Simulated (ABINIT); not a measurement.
Runs of ABINIT 10.8.3 (patched build) on SnSe2. It takes space group P-3m1 (No. 164, trigonal). The conventional cell has a = 3.811 Å, b = 3.811 Å, c = 6.136 Å, α = 90.00°, β = 90.00°, γ = 120.00°. Sn (site symmetry -3m) is surrounded by 6 Se at 2.68 Å. Se (site symmetry 3m) has 3 Sn at 2.68 Å as nearest neighbours. 

```csv
task,level,potentials or basis,k mesh,gap on the mesh (eV),largest force (eV/Å)
band structure,revPBE,JTH PAW PBE v2.0,8 × 8 × 5,0.86,(a)
band structure,AM05,JTH PAW PBE v2.0,8 × 8 × 5,0.77,0.51
band structure,revPBE,JTH PAW PBE v2.0 sp,8 × 8 × 5,0.82,(b)
single point,LDA,JTH PAW LDA v2.0,6 × 6 × 4,0.69,0.47
band structure,PW91,JTH PAW PBE v2.0,8 × 8 × 5,(c),0.80
```

Alike in all rows: no spin polarisation; cell as given; cutoff (eV) 408; smearing fermi-dirac 0.05 eV.

Question: Fill in the values left out.

Answer: (a) 0.82; (b) 0.86; (c) 0.79.

Caveats: spin-orbit coupling is left out, which moves the levels of the heavy elements; the PAW data sets were made with another functional, which shifts forces and pressure a little (some runs); an odd mesh through Γ misses points on the zone boundary, where band edges often lie (some runs); this set keeps more shells in the core, which shifts pressures and gaps (some runs).

A k mesh can miss the band edges, and the runs leave out spin-orbit coupling on Se, Sn.

The runs don't all hold the same shells in valence.
